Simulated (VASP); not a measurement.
All values below come from PBE GGA with D3 dispersion (Becke-Johnson damping), VASP's PBE PAW potentials (set 64) (plane waves; VASP).

A VASP calculation is set up with these files.

### KPOINTS
```
K-points
0
gamma
 7 7 7
0 0 0
```

### INCAR
```
ALGO=Normal
EDIFF=1E-6
EDIFFG=-0.01
ENCUT=520
GGA=PE
IBRION=2
ISIF=3
ISMEAR=0
IVDW=12
LASPH=.TRUE.
LCHARG=.FALSE.
LMAXMIX=4
LREAL=.FALSE.
LWAVE=.FALSE.
NELM=100
NSW=60
PREC=Accurate
SIGMA=0.05
SYSTEM=AlSb
```

**POSCAR**
```
AlSb
1
    0.0000000000     3.0700000000     3.0700000000
    3.0700000000     0.0000000000     3.0700000000
    3.0700000000     3.0700000000     0.0000000000
Al Sb
1 1
Direct
  0.0000000000   0.0000000000   0.0000000000
  0.2500000000   0.2500000000   0.2500000000
```

POTCAR, in this order: Al Sb (PBE.64 set). Program: vasp_std.

Output

### OSZICAR
```
       N       E                     dE             d eps       ncg     rms          rms(c)
DAV:   1     0.158713502289E+02    0.15871E+02   -0.26957E+03   320   0.719E+02
DAV:   2    -0.764793507793E+01   -0.23519E+02   -0.23389E+02   400   0.881E+01
DAV:   3    -0.827064006991E+01   -0.62270E+00   -0.62270E+00   416   0.176E+01
DAV:   4    -0.827456358799E+01   -0.39235E-02   -0.39235E-02   472   0.171E+00
DAV:   5    -0.827459346131E+01   -0.29873E-04   -0.29873E-04   432   0.119E-01    0.345E+00
DAV:   6    -0.820989556339E+01    0.64698E-01   -0.87503E-02   376   0.145E+00    0.215E+00
DAV:   7    -0.818909007382E+01    0.20805E-01   -0.91243E-02   352   0.164E+00    0.399E-01
DAV:   8    -0.818988959488E+01   -0.79952E-03   -0.62839E-03   328   0.470E-01    0.105E-01
DAV:   9    -0.819021625986E+01   -0.32666E-03   -0.62687E-04   392   0.167E-01    0.377E-02
DAV:  10    -0.819022399208E+01   -0.77322E-05   -0.21311E-05   464   0.277E-02    0.214E-02
DAV:  11    -0.819024837645E+01   -0.24384E-04   -0.48660E-05   344   0.471E-02    0.167E-03
DAV:  12    -0.819024868461E+01   -0.30816E-06   -0.31765E-07   424   0.460E-03
   1 F= -.88352241E+01 E0= -.88352241E+01  d E =-.883522E+01
       N       E                     dE             d eps       ncg     rms          rms(c)
DAV:   1    -0.820097525425E+01   -0.10727E-01   -0.41396E-02   368   0.107E+00    0.165E-01
DAV:   2    -0.819988283448E+01    0.10924E-02   -0.20073E-03   336   0.264E-01    0.104E-01
DAV:   3    -0.819947630033E+01    0.40653E-03   -0.12347E-03   352   0.163E-01    0.260E-02
DAV:   4    -0.819945671501E+01    0.19585E-04   -0.42291E-05   344   0.445E-02    0.256E-02
DAV:   5    -0.819945003886E+01    0.66762E-05   -0.86324E-06   440   0.166E-02    0.966E-03
DAV:   6    -0.819945011560E+01   -0.76748E-07   -0.40894E-07   176   0.472E-03
   2 F= -.88357616E+01 E0= -.88357616E+01  d E =-.537504E-03
       N       E                     dE             d eps       ncg     rms          rms(c)
DAV:   1    -0.819698435162E+01    0.24657E-02   -0.42545E-03   368   0.343E-01    0.527E-02
DAV:   2    -0.819687422137E+01    0.11013E-03   -0.20361E-04   336   0.839E-02    0.327E-02
DAV:   3    -0.819683615746E+01    0.38064E-04   -0.12653E-04   352   0.522E-02    0.856E-03
DAV:   4    -0.819683501396E+01    0.11435E-05   -0.43148E-06   328   0.143E-02    0.835E-03
DAV:   5    -0.819683492490E+01    0.89061E-07   -0.81976E-07   160   0.530E-03
   3 F= -.88359073E+01 E0= -.88359073E+01  d E =-.683211E-03
```

OUTCAR:
```
------------------------ aborting loop because EDIFF is reached ----------------------------------------
 Edisp (eV)   -0.63907
  FORCE on cell =-STRESS in cart. coord.  units (eV):
  Direction    XX          YY          ZZ          XY          YZ          ZX
  --------------------------------------------------------------------------------------
  Total       0.00221     0.00221     0.00221    -0.00000    -0.00000    -0.00000
  in kB       0.06080     0.06080     0.06080    -0.00000    -0.00000    -0.00000
  external pressure =        0.06 kB  Pullay stress =        0.00 kB
  volume of cell :       58.35
      direct lattice vectors                 reciprocal lattice vectors
     0.000000000  3.078445807  3.078445807    -0.162419621  0.162419621  0.162419621
     3.078445807  0.000000000  3.078445807     0.162419621 -0.162419621  0.162419621
     3.078445807  3.078445807 -0.000000000     0.162419621  0.162419621 -0.162419621
 POSITION                                       TOTAL-FORCE (eV/Angst)
 -----------------------------------------------------------------------------------
      0.00000      0.00000      0.00000         0.000000      0.000000     -0.000000
      1.53922      1.53922      1.53922         0.000000     -0.000000      0.000000
 -----------------------------------------------------------------------------------
    total drift:                               -0.000000     -0.000000     -0.000000
  FREE ENERGIE OF THE ION-ELECTRON SYSTEM (eV)
  ---------------------------------------------------
  free  energy   TOTEN  =        -8.8359072738 eV

  energy  without entropy=       -8.8359072738  energy(sigma->0) =       -8.83590727

 reached required accuracy - stopping structural energy minimisation
```
(Selected blocks of OUTCAR.)

File CONTCAR:
```
AlSb
   1.00000000000000
     0.0000000000000000    3.0784458068478582    3.0784458068478582
     3.0784458068478582    0.0000000000000000    3.0784458068478582
     3.0784458068478582    3.0784458068478582   -0.0000000000000000
  Al              Sb
     1     1
Direct
     0.0000000000000000    0.0000000000000000    0.0000000000000000
     0.2500000000000000    0.2500000000000000    0.2500000000000000
```

The compound is AlSb in the zinc blende structure. This run relaxes it. Symmetry was kept, so distortions that lower it aren't found.
